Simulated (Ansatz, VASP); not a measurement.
# Two plane-wave programs on AlN

INCAR

```
ALGO = Normal ; EDIFF = 1E-7
ENCUT = 520 ; GGA = PE
ISIF = 2 ; ISMEAR = 0
LASPH = True ; LCHARG = False
LREAL = False ; LWAVE = False
NBANDS = 11 ; NELM = 80
PREC = Accurate ; SIGMA = 0.05
```

KPOINTS

```
k-points
0
Gamma
  10 10 10
```

Contents of POSCAR:

```
AlN
1.0
    0.0000000000      2.5212363955      1.6388036571
    2.5212363955      0.0000000000      1.6388036571
    2.5212363955      2.5212363955      0.0000000000
Al N
1 1
Direct
    0.0000000000      0.0000000000      0.0000000000
    0.7500000000      0.7500000000      0.7500000000
```

Input for Ansatz:

```yaml
crystal:
  lattice:
    - [0.0, 2.5212363955, 1.6388036571]
    - [2.5212363955, 0.0, 1.6388036571]
    - [2.5212363955, 2.5212363955, 0.0]
  atoms:
    - { symbol: Al, position: [0.0, 0.0, 0.0] }
    - { symbol: "N", position: [0.75, 0.75, 0.75] }
basis:
  ecutwfc: 420
kpoints:
  mp_grid: { grid: [10, 10, 10] }
hamiltonian:
  xc: pbe
scf:
  occupations: { method: gaussian, width: 0.05 }
output:
  forces: true
  stress: true
  eigenvalues: true
```

Alike in both runs: task single point; functional PBE; k mesh 10 × 10 × 10; occupations gaussian, width 0.05 eV; no spin polarisation.

|  | VASP | Ansatz |
| --- | --- | --- |
| version | VASP 6.6.1 | Ansatz 0.2.0 |
| potentials or method | VASP PAW PBE potentials, release 64 (Al, N) | scalar-relativistic, plane waves, PAW |
| plane-wave cutoff (eV) | 520 | 420 |
| valence electrons in the cell | 8 | 8 |

Ansatz gave:

```
gap on the k mesh at the Fermi level (eV)       : 2.53
least direct gap on the mesh (eV)               : 2.53
pressure (GPa)                                  : -10.2
largest component of the traceless stress (GPa) : 22.04
```

**Question.** Estimate VASP's values.

**Answer.** gap on the k mesh at the Fermi level (eV): 2.53; least direct gap on the mesh (eV): 2.53; pressure (GPa): -10.5; largest component of the traceless stress (GPa): 22.17.

The functional is the same, so the differences come from potentials, cutoffs and numerics.

A k mesh can miss the band edges. A hybrid or GW would open this gap; PBE tends to underestimate it.
